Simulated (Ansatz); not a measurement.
Clean, relaxed (111) surface of Al, space group Fm-3m (No. 225) (top face towards +c; atoms held fixed, by place in the list: 1, 2, 3, 4, 5, 6, 7, 8):

```
CELL_PARAMETERS angstrom
5.63242 0.00000 0.00000
-2.81621 4.87782 0.00000
0.00000 0.00000 23.89828
ATOMIC_POSITIONS crystal
Al 0.33333 0.16667 0.35567
Al 0.33333 0.66667 0.35567
Al 0.83333 0.16667 0.35567
Al 0.83333 0.66667 0.35567
Al 0.66667 0.33333 0.45189
Al 0.66667 0.83333 0.45189
Al 0.16667 0.33333 0.45189
Al 0.16667 0.83333 0.45189
Al 0.00000 0.50000 0.54755
Al 0.00000 0.00000 0.54755
Al 0.50000 0.50000 0.54755
Al 0.50000 0.00000 0.54755
Al 0.33333 0.66667 0.64503
Al 0.33333 0.16667 0.64503
Al 0.83333 0.66667 0.64503
Al 0.83333 0.16667 0.64503
```

The calculation used Ansatz, DFT PBE+D3(BJ), scalar-relativistic, plane waves, PAW. Settings: cutoff 420 eV, Γ-centred mesh 6×6×1 on the computed 16-atom cell, Gaussian smearing of 0.10 eV; no spin polarisation. The cell repeats along c with a dipole correction in the vacuum.

H (atom) is adsorbed on the top face, one adsorbate per 27.5 Å², and relaxed from 3 starting sites (fractions of a and b). E_ads counts from the clean slab and the free adsorbate (spin-polarised where it has unpaired electrons); negative means bound. Heights count from the highest slab atom after relaxation. Δφ is the top face's. Δp counts per cell along +c. Bonded neighbours lie within 1.25 times the sum of covalent radii (1.35 for H) and, on that scale, within 12 % of the closest. With the adsorbate the cell is lengthened along c to keep the vacuum.

```csv
start,ends at,E_ads (eV),height (Å),shortest contact,Δφ (eV),Δp (e·Å)
"top (Al) at (0.83, 0.17)","(0.83, 0.17), 1 bonded neighbour (Al)",-2.09,1.62,H–Al 1.62 Å,+0.72,-0.126
"hollow (Al-Al-Al) at (0.67, 0.83), 1.0 Å under the top layer","(0.67, 0.83), 3 bonded neighbours (Al)",-1.61,-0.99,H–Al 1.93 Å,+0.07,-0.001
"bridge (Al-Al) at (0.58, 0.67)","(0.67, 0.83), 3 bonded neighbours (Al)",-2.11,0.94,H–Al 1.92 Å,-0.07,+0.017
```

Among the sites tried, the lowest end comes from the bridge (Al-Al) at (0.58, 0.67) start; other sites may lie lower.

Each end is the local minimum or symmetric point that its start leads to. The slab is only 6.9 Å thick, so the energies aren't converged with thickness.

For at least one of the starts the bottom face's work function also shifts by over 0.1 eV: the slab is too thin to screen the adsorbate, so the work functions aren't converged with thickness.

The adsorbed runs have no spin polarisation, so weakly bound open-shell ends lie too high.